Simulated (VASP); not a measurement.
Wanted: the native input for a VASP 6.6.1 run.

| Property | Result |
| --- | --- |
| Task | core levels |
| Functional | PBEsol |
| Potentials or basis | VASP PAW PBE potentials, release 64 (Te, Pt) |
| Cutoff | 520 eV |
| k mesh | 9 × 9 × 6 |
| Occupations | methfessel-paxton, width 0.1 eV |
| Spin | no spin polarisation |
| Further INCAR settings | ALGO = Normal; EDIFF = 1e-06 |

The structure of Te2Pt lies in POSCAR:

```
Te2Pt
1.0
    4.0100000000      0.0000000000      0.0000000000
   -2.0050000000      3.4727618690      0.0000000000
    0.0000000000      0.0000000000      5.2010000000
Te Pt
2 1
Direct
    0.3333333333      0.6666666667      0.2500000000
    0.6666666667      0.3333333333      0.7500000000
    0.0000000000      0.0000000000      0.0000000000
```

One way to write it, as run:

INCAR

```
SYSTEM = Te2Pt
PREC     = Accurate       ! precision mode
ENCUT    = 520            ! plane-wave cutoff, eV
EDIFF    = 1E-6           ! SCF threshold, eV
ISMEAR   = 1              ! smearing method
SIGMA    = 0.1            ! smearing width, eV
LREAL    = .False.        ! projectors in reciprocal space
LASPH    = .True.         ! aspherical terms in the spheres
NELM     = 100            ! most SCF steps
ALGO     = Normal         ! electronic algorithm
ISIF     = 2              ! what is computed and relaxed
LWAVE    = .False.        ! write WAVECAR
LCHARG   = .False.        ! write CHGCAR
GGA      = PS             ! functional
ICORELEVEL= 1
```

KPOINTS

```
Automatic mesh
0
Gamma
  9 9 6
  0 0 0
```

Potentials or basis: VASP PAW PBE potentials, release 64 (Te, Pt).

The run is started by

```sh
$ cat potpaw_PBE.64/Te/POTCAR potpaw_PBE.64/Pt/POTCAR > POTCAR
$ mpirun -np 1 vasp_std > vasp.out
```

Results of the run:

| Property | Result |
| --- | --- |
| Pressure | 3.9 GPa |
| Largest force | 0.799 eV/Å |
| Band gap on the k mesh | none (metal or under the smearing width) |

Caveat: the PAW data sets were made with another functional, which shifts forces and pressure a little.

Wall time 27 s on 1 thread of AMD EPYC 9R45 96-Core Processor (Zen 5) (shared host), peak memory 0.19 GiB.
